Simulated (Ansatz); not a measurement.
# C: the cost of one run

Computed with Ansatz 0.2.0 (DFT PBE, scalar-relativistic, plane waves, PAW, unless a step's input says otherwise).

### 1 The system as given

It takes space group R-3m (No. 166, trigonal). Conventional cell: a = 2.456 Å, b = 2.456 Å, c = 10.041 Å, α = 90.00°, β = 90.00°, γ = 120.00°. Around C (site symmetry 3m) lie 3 C at 1.42 Å.

Coordinates:

```
CELL_PARAMETERS angstrom
-4.91212 -2.83601 6.69402
4.91212 -2.83601 6.69402
0.00000 5.67202 6.69402
ATOMIC_POSITIONS crystal
C 0.91800 0.16800 0.16800
C 0.41800 0.16800 0.16800
C 0.66800 0.41800 0.16800
C 0.91800 0.66800 0.16800
C 0.66800 0.16800 0.41800
C 0.91800 0.41800 0.41800
C 0.91800 0.16800 0.66800
C 0.16800 0.41800 0.16800
C 0.41800 0.66800 0.16800
C 0.66800 0.91800 0.16800
C 0.16800 0.16800 0.41800
C 0.41800 0.41800 0.41800
C 0.66800 0.66800 0.41800
C 0.91800 0.91800 0.41800
C 0.41800 0.16800 0.66800
C 0.66800 0.41800 0.66800
C 0.91800 0.66800 0.66800
C 0.66800 0.16800 0.91800
C 0.91800 0.41800 0.91800
C 0.16800 0.91800 0.16800
C 0.16800 0.66800 0.41800
C 0.41800 0.91800 0.41800
C 0.16800 0.41800 0.66800
C 0.41800 0.66800 0.66800
C 0.66800 0.91800 0.66800
C 0.16800 0.16800 0.91800
C 0.41800 0.41800 0.91800
C 0.66800 0.66800 0.91800
C 0.91800 0.91800 0.91800
C 0.16800 0.91800 0.66800
C 0.16800 0.66800 0.91800
C 0.41800 0.91800 0.91800
C 0.58200 0.08200 0.08200
C 0.83200 0.33200 0.08200
C 0.83200 0.08200 0.33200
C 0.08200 0.08200 0.08200
C 0.33200 0.33200 0.08200
C 0.58200 0.58200 0.08200
C 0.83200 0.83200 0.08200
C 0.33200 0.08200 0.33200
C 0.58200 0.33200 0.33200
C 0.83200 0.58200 0.33200
C 0.58200 0.08200 0.58200
C 0.83200 0.33200 0.58200
C 0.83200 0.08200 0.83200
C 0.08200 0.58200 0.08200
C 0.33200 0.83200 0.08200
C 0.08200 0.33200 0.33200
C 0.33200 0.58200 0.33200
C 0.58200 0.83200 0.33200
C 0.08200 0.08200 0.58200
C 0.33200 0.33200 0.58200
C 0.58200 0.58200 0.58200
C 0.83200 0.83200 0.58200
C 0.33200 0.08200 0.83200
C 0.58200 0.33200 0.83200
C 0.83200 0.58200 0.83200
C 0.08200 0.83200 0.33200
C 0.08200 0.58200 0.58200
C 0.33200 0.83200 0.58200
C 0.08200 0.33200 0.83200
C 0.33200 0.58200 0.83200
C 0.58200 0.83200 0.83200
C 0.08200 0.83200 0.83200
```

The runs take a perfect supercell of 64 atoms; the defect goes to fractional position (0.918, 0.168, 0.168).

### 2 The perfect supercell

input.yaml

```yaml
crystal:
  lattice:
    - [-4.912115, -2.836011, 6.694023]
    - [4.912115, -2.836011, 6.694023]
    - [0.0, 5.672022, 6.694023]
  atoms:
    - { symbol: C, position: [0.918, 0.168, 0.168] }
    - { symbol: C, position: [0.418, 0.168, 0.168] }
    - { symbol: C, position: [0.668, 0.418, 0.168] }
    - { symbol: C, position: [0.918, 0.668, 0.168] }
    - { symbol: C, position: [0.668, 0.168, 0.418] }
    - { symbol: C, position: [0.918, 0.418, 0.418] }
    - { symbol: C, position: [0.918, 0.168, 0.668] }
    - { symbol: C, position: [0.168, 0.418, 0.168] }
    - { symbol: C, position: [0.418, 0.668, 0.168] }
    - { symbol: C, position: [0.668, 0.918, 0.168] }
    - { symbol: C, position: [0.168, 0.168, 0.418] }
    - { symbol: C, position: [0.418, 0.418, 0.418] }
    - { symbol: C, position: [0.668, 0.668, 0.418] }
    - { symbol: C, position: [0.918, 0.918, 0.418] }
    - { symbol: C, position: [0.418, 0.168, 0.668] }
    - { symbol: C, position: [0.668, 0.418, 0.668] }
    - { symbol: C, position: [0.918, 0.668, 0.668] }
    - { symbol: C, position: [0.668, 0.168, 0.918] }
    - { symbol: C, position: [0.918, 0.418, 0.918] }
    - { symbol: C, position: [0.168, 0.918, 0.168] }
    - { symbol: C, position: [0.168, 0.668, 0.418] }
    - { symbol: C, position: [0.418, 0.918, 0.418] }
    - { symbol: C, position: [0.168, 0.418, 0.668] }
    - { symbol: C, position: [0.418, 0.668, 0.668] }
    - { symbol: C, position: [0.668, 0.918, 0.668] }
    - { symbol: C, position: [0.168, 0.168, 0.918] }
    - { symbol: C, position: [0.418, 0.418, 0.918] }
    - { symbol: C, position: [0.668, 0.668, 0.918] }
    - { symbol: C, position: [0.918, 0.918, 0.918] }
    - { symbol: C, position: [0.168, 0.918, 0.668] }
    - { symbol: C, position: [0.168, 0.668, 0.918] }
    - { symbol: C, position: [0.418, 0.918, 0.918] }
    - { symbol: C, position: [0.582, 0.082, 0.082] }
    - { symbol: C, position: [0.832, 0.332, 0.082] }
    - { symbol: C, position: [0.832, 0.082, 0.332] }
    - { symbol: C, position: [0.082, 0.082, 0.082] }
    - { symbol: C, position: [0.332, 0.332, 0.082] }
    - { symbol: C, position: [0.582, 0.582, 0.082] }
    - { symbol: C, position: [0.832, 0.832, 0.082] }
    - { symbol: C, position: [0.332, 0.082, 0.332] }
    - { symbol: C, position: [0.582, 0.332, 0.332] }
    - { symbol: C, position: [0.832, 0.582, 0.332] }
    - { symbol: C, position: [0.582, 0.082, 0.582] }
    - { symbol: C, position: [0.832, 0.332, 0.582] }
    - { symbol: C, position: [0.832, 0.082, 0.832] }
    - { symbol: C, position: [0.082, 0.582, 0.082] }
    - { symbol: C, position: [0.332, 0.832, 0.082] }
    - { symbol: C, position: [0.082, 0.332, 0.332] }
    - { symbol: C, position: [0.332, 0.582, 0.332] }
    - { symbol: C, position: [0.582, 0.832, 0.332] }
    - { symbol: C, position: [0.082, 0.082, 0.582] }
    - { symbol: C, position: [0.332, 0.332, 0.582] }
    - { symbol: C, position: [0.582, 0.582, 0.582] }
    - { symbol: C, position: [0.832, 0.832, 0.582] }
    - { symbol: C, position: [0.332, 0.082, 0.832] }
    - { symbol: C, position: [0.582, 0.332, 0.832] }
    - { symbol: C, position: [0.832, 0.582, 0.832] }
    - { symbol: C, position: [0.082, 0.832, 0.332] }
    - { symbol: C, position: [0.082, 0.582, 0.582] }
    - { symbol: C, position: [0.332, 0.832, 0.582] }
    - { symbol: C, position: [0.082, 0.332, 0.832] }
    - { symbol: C, position: [0.332, 0.582, 0.832] }
    - { symbol: C, position: [0.582, 0.832, 0.832] }
    - { symbol: C, position: [0.082, 0.832, 0.832] }
basis:
  ecutwfc: 420
  fft_grid_basis: typed
kpoints:
  mp_grid: { grid: [3, 3, 3] }
hamiltonian:
  xc: pbe
  pseudopotentials: { kind: paw }
scf:
  occupations: { method: gaussian, width: 0.05 }
output:
  forces: true
  stress: false
  eigenvalues: true
  bader: false
  write_density: true
  volumetric_format: npy
```

Started as:

```sh
ansatz run input.yaml --threads 4 --pin off --max-ram 10240MiB --backend cpu --events-out ev --progress --plain --runs-dir out
```

What time and memory should one allow on 4 threads of Intel Xeon 6975P-C (Granite Rapids), shared host?

About 8.6 s, with a peak of 2.8 GiB.
